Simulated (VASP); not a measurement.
# Ga2O3 (R-3c) in VASP: notebook, part 2 of 2

VASP 6.6.1.

**4. Single point, PBEsol**

Contents of INCAR:

```
  PREC = Accurate
  ENCUT = 520
  EDIFF = 1E-7
  ISMEAR = -1
  SIGMA = 0.05
  LREAL = False
  LASPH = True
  NELM = 100
  ALGO = Fast
  ISIF = 2
  LWAVE = False
  LCHARG = False
  GGA = PS
```

Contents of KPOINTS:

```
regular mesh
0
Gamma
  4 4 4
```

Contents of POSCAR:

```
Ga2O3
1.0
    2.8769363900      0.0000000000      4.4776666700
   -1.4384682000      2.4915000000      4.4776666700
   -1.4384682000     -2.4915000000      4.4776666700
Ga O
4 6
Direct
    0.3554000000      0.3554000000      0.3554000000
    0.1446000000      0.1446000000      0.1446000000
    0.6446000000      0.6446000000      0.6446000000
    0.8554000000      0.8554000000      0.8554000000
    0.5549000000     -0.0549000000      0.2500000000
   -0.0549000000      0.2500000000      0.5549000000
    0.2500000000      0.5549000000     -0.0549000000
    0.4451000000      1.0549000000      0.7500000000
    1.0549000000      0.7500000000      0.4451000000
    0.7500000000      0.4451000000      1.0549000000
```

Potentials or basis: VASP PAW PBE potentials, release 64 (Ga_d, O).

Started as:

```sh
cat potpaw_PBE.64/Ga_d/POTCAR potpaw_PBE.64/O/POTCAR > POTCAR
mpirun -np 1 vasp_std > vasp.out
```

OUTCAR:

```text
PREC = Accurate
   ENCUT = 520
   EDIFF = 1E-7
   ISMEAR = -1
   LREAL = False
   LASPH = True
   NELM = 100
   ISIF = 2
   GGA = PS

 ion  position               nearest neighbor table
   1  0.355  0.355  0.355-   8 1.92  10 1.92   9 1.92   6 2.08   7 2.08   5 2.08   2 2.83
   2  0.145  0.145  0.145-   9 1.92  10 1.92   8 1.92   5 2.08   7 2.08   6 2.08   1 2.83
   3  0.645  0.645  0.645-   5 1.92   7 1.92   6 1.92   9 2.08  10 2.08   8 2.08   4 2.83
   4  0.855  0.855  0.855-   6 1.92   7 1.92   5 1.92   8 2.08  10 2.08   9 2.08   3 2.83
   5  0.555  0.945  0.250-   3 1.92   4 1.92   2 2.08   1 2.08
   6  0.945  0.250  0.555-   4 1.92   3 1.92   1 2.08   2 2.08
   7  0.250  0.555  0.945-   3 1.92   4 1.92   1 2.08   2 2.08
[... 928 lines left out ...]
 -----------------------------------------------------------------------------
  energy-cutoff  :      520.00
  volume of cell :       96.29
      direct lattice vectors                 reciprocal lattice vectors
     2.876936390  0.000000000  4.477666670     0.231727983  0.000000000  0.074443535
    -1.438468200  2.491500000  4.477666670    -0.115863991  0.200682320  0.074443534
    -1.438468200 -2.491500000  4.477666670    -0.115863991 -0.200682320  0.074443534

 POSITION                                       TOTAL-FORCE (eV/Angst)
 -----------------------------------------------------------------------------------
     -0.00000      0.00000      4.77409        -0.000000     -0.000000      0.016133
     -0.00000      0.00000      1.94241         0.000000     -0.000000     -0.016133
     -0.00000      0.00000      8.65891         0.000000     -0.000000     -0.016133
     -0.00000      0.00000     11.49059        -0.000000     -0.000000      0.016133
     -0.12270      1.73184      7.83592        -0.138915      0.080202     -0.000000
      1.56117     -0.75966      7.83592         0.138915      0.080202     -0.000000
     -1.43847     -0.97218      7.83592         0.000000     -0.160405     -0.000000
      0.12270     -1.73184      5.59708         0.138915     -0.080202      0.000000
     -1.56117      0.75966      5.59708        -0.138915     -0.080202     -0.000000
      1.43847      0.97218      5.59708         0.000000      0.160405     -0.000000
 -----------------------------------------------------------------------------------
    total drift:                               -0.000000     -0.000000      0.000000

  FREE ENERGIE OF THE ION-ELECTRON SYSTEM (eV)
  ---------------------------------------------------
  free  energy   TOTEN  =       -63.7926966095 eV

  energy  without entropy=      -63.7926966094  energy(sigma->0) =      -63.79269661
```

OSZICAR:

```text
N       E                     dE             d eps       ncg     rms          rms(c)
DAV:   1     0.121296516540E+04    0.12130E+04   -0.40154E+04  1588   0.318E+03
DAV:   2     0.200933959810E+03   -0.10120E+04   -0.97038E+03  1408   0.840E+02
DAV:   3    -0.511250232694E+02   -0.25206E+03   -0.24703E+03  1576   0.270E+02
[... 12 lines left out ...]
RMM:  16    -0.637926951113E+02   -0.65026E-06   -0.42286E-05  2076   0.258E-02    0.554E-03
RMM:  17    -0.637926961435E+02   -0.10322E-05   -0.23578E-05  1955   0.168E-02    0.225E-03
RMM:  18    -0.637926963893E+02   -0.24576E-06   -0.39042E-06  1635   0.847E-03    0.647E-04
RMM:  19    -0.637926965661E+02   -0.17683E-06   -0.14257E-06  1475   0.449E-03    0.267E-04
RMM:  20    -0.637926966095E+02   -0.43408E-07   -0.36828E-07  1315   0.294E-03
   1 F= -.63792697E+02 E0= -.63792697E+02  d E =-.116742E-09
```

stdout:

```text
POSCAR found type information on POSCAR GaO
 POSCAR found :  2 types and      10 ions
 scaLAPACK will be used
 -----------------------------------------------------------------------------
|                                                                             |
|                                                                             |
|     You enforced a specific xc type in the INCAR file but a different       |
|     I HOPE YOU KNOW WHAT YOU ARE DOING!                                     |
|                                                                             |
 -----------------------------------------------------------------------------

 LDA part: xc-table for (Slater+PW92), standard interpolation
 POSCAR, INCAR and KPOINTS ok, starting setup
 FFT: planning ... GRIDC
 FFT: planning ... GRID_SOFT
 FFT: planning ... GRID
 WAVECAR not read
 entering main loop
WARNING in EDDRMM: call to ZHEGV failed, returncode =   8  4     45
```

Wall time 57 s (1 thread of Intel Xeon 6975P-C (Granite Rapids), shared host); peak memory 0.25 GiB.

What came out:

| Quantity | Value |
| --- | --- |
| Free energy | -63.7927 eV |
| Pressure | 2.5 GPa |
| Largest force | 0.160 eV/Å |
| Band gap on the k mesh | 2.83 eV, indirect (least direct gap 3.06 eV) |

Forces on the atoms (eV/Å):
```
Ga   0.000  0.000  0.016
Ga   0.000  0.000 -0.016
Ga   0.000  0.000 -0.016
Ga   0.000  0.000  0.016
O   -0.139  0.080  0.000
O    0.139  0.080  0.000
O    0.000 -0.160  0.000
O    0.139 -0.080  0.000
O   -0.139 -0.080  0.000
O    0.000  0.160  0.000
```

Stress tensor (GPa, compression positive):
```
2.75 0.00 0.00
0.00 2.75 0.00
0.00 0.00 2.04
```

Caveat: the PAW data sets were made with another functional, which shifts forces and pressure a little.

**5. Single point, SCAN**

INCAR, as its differences from that of step 4:

```diff
@@ -8,3 +8,3 @@
   NELM = 100
-  ALGO = Fast
+  ALGO = Normal
   ISIF = 2
@@ -12,2 +12,3 @@
   LCHARG = False
-  GGA = PS
+  METAGGA = SCAN
+  LMIXTAU = True
```

KPOINTS is that of step 4.

POSCAR is that of step 4.

Started as:

```sh
cat potpaw_PBE.64/Ga_d/POTCAR potpaw_PBE.64/O/POTCAR > POTCAR
mpirun -np 1 vasp_std > vasp.out
```

Run time: 5.4 min. Hardware: 1 thread of Intel Xeon 6975P-C (Granite Rapids), shared host; peak memory 0.28 GiB.

Results (log left out):

```yaml
Free_energy: -123.1969 eV
Pressure: 1.0 GPa
Largest_force: 0.166 eV/Å
Band_gap_on_the_k_mesh: 3.49 eV, indirect (least direct gap 3.71 eV)
```

Forces in eV/Å, atoms in the order of the input:
```
Ga   0.000  0.000 -0.039
Ga   0.000  0.000  0.039
Ga   0.000  0.000  0.039
Ga   0.000  0.000 -0.039
O   -0.143  0.083  0.000
O    0.143  0.083  0.000
O    0.000 -0.166  0.000
O    0.143 -0.083  0.000
O   -0.143 -0.083  0.000
O    0.000  0.166  0.000
```

Stress tensor (GPa, compression positive):
```
1.24 0.00 0.00
0.00 1.24 0.00
0.00 0.00 0.38
```

Levels at points of the mesh, in eV from the valence-band top:
| k point | band 41 | band 42 | band 43 | band 44 | band 45 | band 46 | band 47 | band 48 |
| --- | --- | --- | --- | --- | --- | --- | --- | --- |
| (0.00, 0.00, 0.00) | -0.28 | -0.26 | -0.23 | -0.23 | 3.49 | 7.46 | 7.68 | 9.79 |
| (0.50, 0.00, 0.00) | -0.96 | -0.96 | -0.12 | -0.12 | 7.17 | 7.17 | 7.53 | 7.53 |
| (0.50, 0.50, 0.00) | -0.83 | -0.67 | -0.22 | -0.11 | 7.34 | 7.51 | 8.41 | 8.54 |
| (0.50, 0.50, 0.50) | -0.27 | -0.27 | -0.27 | -0.27 | 6.61 | 6.61 | 8.66 | 8.66 |

Caveat: the PAW data sets were made with another functional, which shifts forces and pressure a little.

**6. Overview**

```tsv
level	potentials or basis	further INCAR settings	gap on the mesh (eV)	pressure (GPa)	largest force (eV/Å)
LDA	VASP PAW LDA potentials, release 64 (Ga_d, O)	ALGO = Fast; EDIFF = 1e-07	2.85	-3.4	0.20
PBE	VASP PAW PBE potentials, release 64 (Ga_d, O)	ALGO = Fast; EDIFF = 1e-07	2.90	10.7	0.13
PBEsol	VASP PAW PBE potentials, release 64 (Ga_d, O)	ALGO = Fast; EDIFF = 1e-07	2.83	2.5	0.16
SCAN	VASP PAW PBE potentials, release 64 (Ga_d, O)	ALGO = Normal; EDIFF = 1e-07	3.49	1.0	0.17
```

Alike in all rows: task single point; no spin polarisation; cell as given; k mesh 4 × 4 × 4; cutoff (eV) 520; smearing fermi-dirac 0.05 eV.

Caveats: the PAW data sets were made with another functional, which shifts forces and pressure a little (some runs).

Total energies depend on the potentials used, so only differences within one code and one set of settings carry meaning.
